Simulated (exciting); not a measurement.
A run of exciting (release sodium) is set up as follows.

The input input.xml:

```xml
<input>
  <title>As</title>
  <structure speciespath="./" tshift="false">
    <crystal scale="1">
      <basevect>3.554191034589 2.052013150466 6.640614754561</basevect>
      <basevect>-3.554191034589 2.052013150466 6.640614754561</basevect>
      <basevect>0.000000000000 -4.104026301121 6.640614754561</basevect>
    </crystal>
    <species speciesfile="As.xml" rmt="2">
      <atom coord="0.226000000000 0.226000000000 0.226000000000"/>
      <atom coord="0.774000000000 0.774000000000 0.774000000000"/>
    </species>
  </structure>
  <groundstate do="fromscratch" ngridk="6 6 6" rgkmax="8" gmaxvr="14" lmaxapw="10" lmaxmat="10" lmaxvr="8" xctype="LDA_PW" stype="Gaussian" swidth="0.00183747" nempty="10" ValenceRelativity="iora*" epsengy="1e-05" epspot="1e-05" maxscl="60" tforce="true" outputlevel="high"/>
</input>
```

Potentials or basis: all-electron LAPW+lo, shipped species files, valence relativity iora*.

Command:

```sh
$ OMP_NUM_THREADS=1 exciting_smp
```

Predict the band gap on the k mesh.

none (metal or under the smearing width).

Estimate the largest force.

0.180 eV/Å.

Forces in eV/Å, atoms in the order of the input:
```
As   0.000  0.000  0.180
As   0.000  0.000 -0.180
```

Caveat: rgkmax is low for these elements, so energy differences scatter by about 1 meV per atom.
